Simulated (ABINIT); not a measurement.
# ZnO (zincite) (P6_3mc) in ABINIT: single point with PBE

Aim: the single point of ZnO (zincite) with PBE.

Program: ABINIT 10.8.3 (patched build). These are calculated values, not measurements. Logs are shortened: lines on timing, memory, paths and dates and some standing lists are left out, and cuts for length are marked. The log counts tension as positive stress, the text compression.

**Experimental background.**

From “Electronic structure of alkaline earth and post-transition metal oxides”, 2009, arxiv:0908.1581, for a bulk crystal of ZnO: band gap 3.37 eV.

The runs below are set against these values where they give the same quantity.

## Step 1: Starting point

Symmetry: P6_3mc, No. 186, hexagonal system. The conventional cell has a = 3.249 Å, b = 3.249 Å, c = 5.206 Å, α = 90.00°, β = 90.00°, γ = 120.00°. Zn (site symmetry 3m) is surrounded by 4 O at 1.97 to 1.98 Å. O (site symmetry 3m) has 4 Zn at 1.97 to 1.98 Å as nearest neighbours.

## Step 2: Single point, PBE

File run.abi:

```
# Pseudopotentials
pp_dirpath "./"
pseudos "Zn.upf, O.upf"

# Structure
acell 3*1.0 Angstrom
rprim
     3.2493080000     0.0000000000     0.0000000000
    -1.6246540000     2.8139832727     0.0000000000
     0.0000000000     0.0000000000     5.2057090000
ntypat 2
znucl 30 8
natom 4
typat 1 1 2 2
xred
     0.6666666667     0.3333333333     0.0000000000
     0.3333333333     0.6666666667     0.5000000000
     0.3333333333     0.6666666667     0.8790100000
     0.6666666667     0.3333333333     0.3790100000

# Plane-wave basis
ecut 1034.032677 eV

# k points
kptopt 1
ngkpt 7 7 4
nshiftk 1
shiftk 0.0 0.0 0.0

# Exchange and correlation
ixc 11

# Bands and occupations
nband 32
occopt 3
tsmear 0.05 eV

# SCF cycle
nstep 100
tolvrs 1.0e-10

# Output
iomode 3
prtwf 0
prtden 0
prteig 0
prtebands 0
enunit 1
```

Potentials or basis: PseudoDojo NC SR PBE v0.4.1 standard.

On the command line:

```console
$ abinit run.abi > log 2>&1
```

run.abo:

```text
.Version 10.8.3 of ABINIT
 Symmetries : space group P6_3 m c (#186); Bravais hP (primitive hexag.)
================================================================================
 Values of the parameters that define the memory need of the present run
     intxc =       0    ionmov =       0      iscf =       7    lmnmax =       6
     lnmax =       6     mgfft =      60  mpssoang =       3    mqgrid =    3001
     natom =       4  nloc_mem =       1    nspden =       1   nspinor =       1
    nsppol =       1      nsym =      12    n1xccc =    2501    ntypat =       2
    occopt =       3   xclevel =       2
       mpw =        3626          nfft =       77760          nkpt =          24
================================================================================
================================================================================

--------------------------------------------------------------------------------
------------- Echo of variables that govern the present computation ------------
--------------------------------------------------------------------------------
 -outvars: echo values of preprocessed input variables --------
            acell      1.8897261259E+00  1.8897261259E+00  1.8897261259E+00 Bohr
              amu      6.53900000E+01  1.59994000E+01
             ecut      3.80000000E+01 Hartree
           enunit           1
              ixc          11
         kptrlatt        7    0    0      0    7    0      0    0    4
          kptrlen      3.93494572E+01
            natom           4
            nband          32
            ngfft          36      36      60
             nkpt          24
            nstep         100
             nsym          12
           ntypat           2
           occopt           3
           prtden           0
        prtebands           0
           prteig           0
            prtwf           0
            rprim      3.2493080000E+00  0.0000000000E+00  0.0000000000E+00
                      -1.6246540000E+00  2.8139832727E+00  0.0000000000E+00
                       0.0000000000E+00  0.0000000000E+00  5.2057090000E+00
          spgroup         186
           tolvrs      1.00000000E-10
           tsmear      1.83746611E-03 Hartree
            typat      1  1  2  2
           xangst      1.6246540000E+00  9.3799442423E-01  0.0000000000E+00
                       6.5619490340E-17  1.8759888485E+00  2.6028545000E+00
                       6.5619490340E-17  1.8759888485E+00  4.5758702681E+00
                       1.6246540000E+00  9.3799442423E-01  1.9730157681E+00
            xcart      3.0701511094E+00  1.7725525694E+00  0.0000000000E+00
                       1.2400286527E-16  3.5451051389E+00  4.9186821506E+00
                       1.2400286527E-16  3.5451051389E+00  8.6471415944E+00
                       3.0701511094E+00  1.7725525694E+00  3.7284594438E+00
             xred      6.6666666667E-01  3.3333333333E-01  0.0000000000E+00
                       3.3333333333E-01  6.6666666667E-01  5.0000000000E-01
                       3.3333333333E-01  6.6666666667E-01  8.7901000000E-01
                       6.6666666667E-01  3.3333333333E-01  3.7901000000E-01
            znucl       30.00000    8.00000

================================================================================

 chkinp: Checking input parameters for consistency.

================================================================================
== DATASET  1 ==================================================================

--- !DatasetInfo
iteration_state: {dtset: 1, }
dimensions: {natom: 4, nkpt: 24, mband: 32, nsppol: 1, nspinor: 1, nspden: 1, mpw: 3626, }
cutoff_energies: {ecut:  38.0, pawecutdg:  -1.0, }
electrons: {nelect:   5.20000000E+01, charge:   0.00000000E+00, occopt:   3.00000000E+00, tsmear:   1.83746611E-03, }
meta: {optdriver: 0, ionmov: 0, optcell: 0, iscf: 7, paral_kgb: 0, }
...

 Exchange-correlation functional for the present dataset will be:
  GGA: Perdew-Burke-Ernzerhof functional - ixc=11
  J.P.Perdew, K.Burke, M.Ernzerhof, PRL 77, 3865 (1996)

 Real(R)+Recip(G) space primitive vectors, cartesian coordinates (Bohr,Bohr^-1):
 R(1)=  6.1403022  0.0000000  0.0000000  G(1)=  0.1628584  0.0940264  0.0000000
 R(2)= -3.0701511  5.3176577  0.0000000  G(2)=  0.0000000  0.1880527  0.0000000
 R(3)=  0.0000000  0.0000000  9.8373643  G(3)=  0.0000000  0.0000000  0.1016532
 Unit cell volume ucvol=  3.2120987E+02 bohr^3
 Angles (23,13,12)=  9.00000000E+01  9.00000000E+01  1.20000000E+02 degrees

 getcut: wavevector=  0.0000  0.0000  0.0000  ngfft=  36  36  60
         ecut(hartree)=     38.000   => boxcut(ratio)=   2.11279

--- Pseudopotential description ------------------------------------------------
[... 47 lines left out ...]
- [  0.0000000,   0.0000000,   9.8373643, ]
lattice_lengths: [   6.14030,    6.14030,    9.83736, ]
lattice_angles: [ 90.000,  90.000, 120.000, ] # degrees, (23, 13, 12)
lattice_volume:   3.2120987E+02
convergence: {deltae: -2.899E-12, res2:  6.870E-11, residm:  4.611E-06, diffor: null, }
etotal    :  -4.51209856E+02
entropy   :   0.00000000E+00
fermie    :   1.68272786E-01
cartesian_stress_tensor: # hartree/bohr^3
- [ -9.61074928E-05,   0.00000000E+00,   0.00000000E+00, ]
- [  0.00000000E+00,  -9.61074924E-05,   0.00000000E+00, ]
- [  0.00000000E+00,   0.00000000E+00,  -1.52260881E-04, ]
pressure_GPa:   3.3783E+00
xred      :
- [  6.6667E-01,   3.3333E-01,   0.0000E+00, Zn]
- [  3.3333E-01,   6.6667E-01,   5.0000E-01, Zn]
- [  3.3333E-01,   6.6667E-01,   8.7901E-01,  O]
- [  6.6667E-01,   3.3333E-01,   3.7901E-01,  O]
cartesian_forces: # hartree/bohr
- [ -2.63111990E-28,  -5.36740816E-27,  -1.37619766E-03, ]
- [ -2.63111990E-28,   1.11399037E-27,  -1.37619766E-03, ]
- [  2.63111990E-28,   2.63306815E-27,   1.37619766E-03, ]
- [  2.63111990E-28,   1.62034963E-27,   1.37619766E-03, ]
force_length_stats: {min:   1.37619766E-03, max:   1.37619766E-03, mean:   1.37619766E-03, }
...

 Integrated electronic density in atomic spheres:
 ------------------------------------------------
 Atom  Sphere_radius  Integrated_density
    1        2.00000         18.17143783
    2        2.00000         18.17143783
    3        2.00000          6.25194482
    4        2.00000          6.25194482
================================================================================

 ----iterations are completed or convergence reached----

 Mean square residual over all n,k,spin=   82.759E-10; max=  46.108E-07
 reduced coordinates (array xred) for    4 atoms
       0.666666666667      0.333333333333      0.000000000000
       0.333333333333      0.666666666667      0.500000000000
       0.333333333333      0.666666666667      0.879010000000
       0.666666666667      0.333333333333      0.379010000000
 rms dE/dt=  7.8167E-03; max dE/dt=  1.3395E-02; dE/dt below (all hartree)
    1       0.000000000000      0.000000000000      0.013394641124
    2       0.000000000000      0.000000000000      0.013394641124
    3      -0.000000000000     -0.000000000000     -0.013681674409
    4      -0.000000000000     -0.000000000000     -0.013681674409

 cartesian coordinates (angstrom) at end:
    1      1.62465400000000     0.93799442423333     0.00000000000000
    2      0.00000000000000     1.87598884846667     2.60285450000000
    3      0.00000000000000     1.87598884846667     4.57587026809000
    4      1.62465400000000     0.93799442423333     1.97301576809000

 cartesian forces (hartree/bohr) at end:
    1     -0.00000000000000    -0.00000000000000    -0.00137619766349
    2     -0.00000000000000     0.00000000000000    -0.00137619766349
    3      0.00000000000000     0.00000000000000     0.00137619766349
    4      0.00000000000000     0.00000000000000     0.00137619766349
 frms,max,avg= 7.9454809E-04 1.3761977E-03   0.000E+00  0.000E+00  1.459E-05 h/b

 cartesian forces (eV/Angstrom) at end:
    1     -0.00000000000000    -0.00000000000000    -0.07076692916075
    2     -0.00000000000000     0.00000000000000    -0.07076692916075
    3      0.00000000000000     0.00000000000000     0.07076692916075
    4      0.00000000000000     0.00000000000000     0.07076692916075
 frms,max,avg= 4.0857306E-02 7.0766929E-02   0.000E+00  0.000E+00  7.502E-04 e/A
 length scales=  1.889726125908  1.889726125908  1.889726125908 bohr
              =  1.000000000000  1.000000000000  1.000000000000 angstroms
 Fermi (or HOMO) energy (eV) =   4.57894   Average Vxc (eV)= -11.22125
 Eigenvalues (   eV  ) for nkpt=  24  k points:
 kpt#   1, nband= 32, wtk=  0.00510, kpt=  0.0000  0.0000  0.0000 (reduced coord)
-119.33732 -119.33714  -73.52401  -73.52083  -73.52078  -73.52078  -73.52014  -73.52014
 -13.87129  -13.13796   -1.58902   -1.58902   -1.54953   -1.44822   -1.39390   -1.39390
  -0.45101   -0.45101   -0.23879   -0.23879    0.04101    3.31172    3.31172    4.04592
   4.11460    4.11460    4.98533    9.40712   12.41497   17.04684   17.04684   18.30879
 prteigrs : prtvol=0 or 1, do not print more k-points.

--- !EnergyTerms
iteration_state     : {dtset: 1, }
comment             : Components of total free energy in Hartree
kinetic             :  2.07621557787688E+02
hartree             :  1.63220674778453E+02
xc                  : -5.34088716051690E+01
Ewald energy        : -2.53713067185144E+02
psp_core            :  1.06448103527589E+01
local_psp           : -4.23741409845859E+02
non_local_psp       : -1.01833550166764E+02
internal            : -4.51209855884035E+02
'-kT*entropy'       : -1.12734731554146E-07
total_energy        : -4.51209855996770E+02
total_energy_eV     : -1.22780456695216E+04
band_energy         : -5.16604373424951E+01
...

 Cartesian components of stress tensor (hartree/bohr^3)
  sigma(1 1)= -9.61074928E-05  sigma(3 2)=  0.00000000E+00
  sigma(2 2)= -9.61074924E-05  sigma(3 1)=  0.00000000E+00
  sigma(3 3)= -1.52260881E-04  sigma(2 1)=  0.00000000E+00

-Cartesian components of stress tensor (GPa)         [Pressure=  3.3783E+00 GPa]
- sigma(1 1)= -2.82758006E+00  sigma(3 2)=  0.00000000E+00
- sigma(2 2)= -2.82758005E+00  sigma(3 1)=  0.00000000E+00
- sigma(3 3)= -4.47966979E+00  sigma(2 1)=  0.00000000E+00

== END DATASET(S) ==============================================================
================================================================================

 -outvars: echo values of variables after computation  --------
            acell      1.8897261259E+00  1.8897261259E+00  1.8897261259E+00 Bohr
           etotal     -4.5120985600E+02
            fcart     -2.6311198966E-28 -5.3674081581E-27 -1.3761976635E-03
                      -2.6311198966E-28  1.1139903724E-27 -1.3761976635E-03
                       2.6311198966E-28  2.6330681530E-27  1.3761976635E-03
                       2.6311198966E-28  1.6203496326E-27  1.3761976635E-03
            rprim      3.2493080000E+00  0.0000000000E+00  0.0000000000E+00
                      -1.6246540000E+00  2.8139832727E+00  0.0000000000E+00
                       0.0000000000E+00  0.0000000000E+00  5.2057090000E+00
           strten     -9.6107492839E-05 -9.6107492369E-05 -1.5226088125E-04
                       0.0000000000E+00  0.0000000000E+00  0.0000000000E+00
           xangst      1.6246540000E+00  9.3799442423E-01  0.0000000000E+00
                       6.5619490340E-17  1.8759888485E+00  2.6028545000E+00
                       6.5619490340E-17  1.8759888485E+00  4.5758702681E+00
                       1.6246540000E+00  9.3799442423E-01  1.9730157681E+00
             xred      6.6666666667E-01  3.3333333333E-01  0.0000000000E+00
                       3.3333333333E-01  6.6666666667E-01  5.0000000000E-01
                       3.3333333333E-01  6.6666666667E-01  8.7901000000E-01
                       6.6666666667E-01  3.3333333333E-01  3.7901000000E-01
 Calculation completed.
```

Run time: 2.1 min. Hardware: 1 thread of Arm Neoverse V1, shared host; peak memory 0.11 GiB.

Results:

```
Free energy                                           : -12278.0457 eV
Largest force                                         : 0.071 eV/Å
Band gap on the k mesh                                : 0.87 eV, direct
Valence electrons inside the program's atomic spheres : Zn 18.17; O 6.25
```

Forces in eV/Å, atoms in the order of the input:
```
Zn   0.000  0.000 -0.071
Zn   0.000  0.000 -0.071
O    0.000  0.000  0.071
O    0.000  0.000  0.071
```

Caveat: the cutoff is too short for stress, so the log's stress isn't used.

## Step 3: Comparison with measurements

Step 2. A measured gap of ZnO is 3.37 eV (quoted in “Electronic structure of alkaline earth and post-transition metal oxides”, 2009, arxiv:0908.1581); the calculated 0.87 eV misses it by -2.50 eV. So large a miss can be the level of theory's own, or it may mean another phase, state or a wrong row. The value is that of PBE, without temperature or zero-point motion. Semilocal functionals fall short of measured gaps as a rule.
